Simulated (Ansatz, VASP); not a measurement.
# One calculation of BN, two programs

```xyz
4
Lattice="2.5040 0.0000 0.0000 -1.2520 2.1685 0.0000 0.0000 0.0000 6.6612" Properties=species:S:1:pos:R:3 pbc="T T T"
B     0.0000    1.4457    1.6653
B     1.2520    0.7228    4.9959
N     0.0000    1.4457    4.9959
N     1.2520    0.7228    1.6653
```

Alike in both runs: task single point; functional PBE; k mesh 11 × 11 × 4; occupations fermi-dirac, width 0.02 eV; no spin polarisation.

|  | VASP | Ansatz |
| --- | --- | --- |
| version | VASP 6.6.1 | Ansatz 0.2.0 |
| potentials or method | VASP PAW PBE potentials, release 64 (B, N), cutoff 520 eV | all-electron LAPW, scalar-relativistic |

Ansatz gave:

```
gap on the k mesh at the Fermi level (eV)       : 4.33
pressure (GPa)                                  : 3.3
largest component of the traceless stress (GPa) : 0.43
```

**Question.** Which values does VASP return?

**Answer.** gap on the k mesh at the Fermi level (eV): 4.33; pressure (GPa): 3.4; largest component of the traceless stress (GPa): 0.68.

Ansatz ran all-electron here, so the differences hold the error of VASP's frozen core and of both bases.

Caveats: an odd mesh through Γ misses points on the zone boundary, where band edges often lie; this functional lacks dispersion, which binds the layers, so the pressure and a relaxed spacing across them are unreliable. A hybrid or GW would open this gap; PBE tends to underestimate it.
